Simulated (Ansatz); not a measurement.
# Ta$_{2}$N: do energies and stresses tell the same story?

Level of theory: Ansatz 0.2.0, DFT r2SCAN, scalar-relativistic, plane waves, PAW.

Plane waves to 500 eV, a k mesh through Γ of 15×15×10 on the computed 3-atom cell and Gaussian smearing (0.10 eV); no spin polarisation.

Relaxed cell: P-3m1, a = 3.074 Å, b = 3.074 Å, c = 4.895 Å, α = 90.00°, β = 90.00°, γ = 120.00°, 3 atoms in the primitive cell. Whether it is the stable form of this composition wasn't checked.

Energies at zero smearing and pressures from the stress tensor, at volumes with shape and atoms relaxed:
```tsv
V (Å³/atom)	E − E(first) (meV/atom)	P (GPa)
12.548	0.00	20.52
12.949	-37.00	9.43
13.349	-48.46	0.00
13.749	-38.16	-8.03
14.150	-9.35	-14.85
```

Problem. Check P = −dE/dV between neighbouring volumes, and get the bulk modulus from the pressures alone.

Solution. With 1 eV/Å³ = 160.2 GPa:
```csv
middle V (Å³/atom),−ΔE/ΔV (GPa),mean P (GPa)
12.748,14.803,14.977
13.149,4.585,4.716
13.549,-4.122,-4.017
13.950,-11.527,-11.441
```

The two differ by 0.17 GPa at most. The mean of two end pressures misses the average over a step by about ΔV² P″/12, up to 0.15 GPa here; with that taken off 0.02 GPa remains. Around V = 13.349 Å³/atom, the two neighbours give B = −V ΔP/ΔV = 13.349 × 17.47 / 0.801 = 291.1 GPa, against B0 = 289.4 GPa from the Birch–Murnaghan fit of the energies.

Spin–orbit coupling is left out, which can shift energies with elements as heavy as these. Spin polarisation was left out, and a magnetic state may lie lower.

Cost: 6 runs of about 5.5 core-minutes in all, on Intel Xeon 6975P-C (Granite Rapids) (shared hosts).